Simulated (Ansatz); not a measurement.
SiC (zincblende), relaxed with r2SCAN in the plane-wave code Ansatz: space group F-43m (No. 216), cubic; a = 4.356 Å in the conventional setting, 10.33 Å³ an atom. Si is surrounded by 4 C at 1.89 Å; C is surrounded by 4 Si at 1.89 Å. It was then strained (isotropic on every length). Unstrained, HSE06 gives 2.227 eV (Γ → X, 8×8×8 mesh), and the band edges keep their places in every row. Stress is positive in compression. (Simulation; spin polarisation is off.)

```
strain (%)  ln(V/V₀)  ΔE_g, HSE06 (eV)  Δpressure, r2SCAN (GPa)
      -3.0   -0.0914            -0.061                   +24.77
      -2.0   -0.0606            -0.040                   +15.49
      -1.0   -0.0302            -0.019                    +7.27
     +1.22   +0.0364            +0.020                    -7.71
     +2.34   +0.0694            +0.037                   -13.78
     +3.31   +0.0977            +0.051                   -18.34
```

Q: Fit ΔE_g = a x + b x² to these rows by least squares, with x = ln(V/V₀).

A: The normal equations take Σx² = 2.862e-02, Σx³ = 3.014e-04, Σx⁴ = 2.002e-04, ΣxΔE = 1.685e-02 and Σx²ΔE = 1.770e-05, and give a = +0.60 eV, b = -0.8 eV; the largest residual is 0.001 eV. a is the volume deformation potential of this gap.

Q: Fit the change of pressure in the same way.

A: Δpressure = -230.0 x + (440) x² GPa. So B₀ = 230.0 GPa and B′ ≈ 2 × 440/230.0 = 3.8; two terms over so wide a range bias B₀ by a few per cent and B′ by more; the gap's pressure coefficient at zero is −a/B₀ = -3 meV/GPa, with HSE06's a and r2SCAN's B₀.

Q: Predict the withheld row at +1.79 % (x = +0.0532).

A: ΔE_g ≈ +0.60 × (+0.0532) + (-0.8) × (+0.0532)² = +0.030 eV, and Δpressure ≈ -10.99 GPa. The runs give +0.029 eV and -10.91 GPa, off by -0.001 eV and +0.08 GPa.

The meshes of the hybrids are coarse, so their gaps aren't converged to the digits shown.
